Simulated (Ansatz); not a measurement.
Relaxed BeO (wurtzite):

```
BeO
1.0
    2.71181     0.00000     0.00000
   -1.35591     2.34850     0.00000
    0.00000     0.00000     4.40456
Be O
2 2
Direct
  0.66667   0.33333   0.00149
  0.33333   0.66667   0.50149
  0.66667   0.33333   0.62371
  0.33333   0.66667   0.12371
```

In each cell atom 3 (O, nearest neighbour Be at 1.656 Å; its periodic images, 2.7 Å or more away, move with it) moves by s·(0.000, -0.946, -0.325) (towards the nearest neighbour), the rest being held.

Level of theory: PBE (plane waves to 420 eV, PAW, scalar-relativistic; Ansatz, a quantum-chemistry and plane-wave program). k mesh 11×11×6 (Γ-centred), Fermi-Dirac smearing 0.05 eV. E stands for the smeared free energy. Left out: 1 of 11 points, with atoms too close for the PAW data. BeO was relaxed with its symmetry unable to fall. The zero of ΔE is the undisplaced structure.

```tsv
s (Å)	ΔE (meV/cell)
-0.500	740
-0.400	547
-0.300	356
-0.200	184
-0.100	53
0.000	0
0.100	73
0.200	342
0.300	919
0.400	1977
```

What force constant k = d²E/ds² at s = 0 does the table give?

12 eV/Å². It is the second difference of the nearest points, corrected with the next pair.

With k = 12.40 eV/Å² from the forces, is the well harmonic out to s = 0.400 Å?

½ks² = 992 meV/cell against the computed 1977 meV/cell, so the well is stiffer than harmonic there.

(A displaced cell: forces are minus the slopes of the energy, force constants its curvatures, and phonons follow from these.)
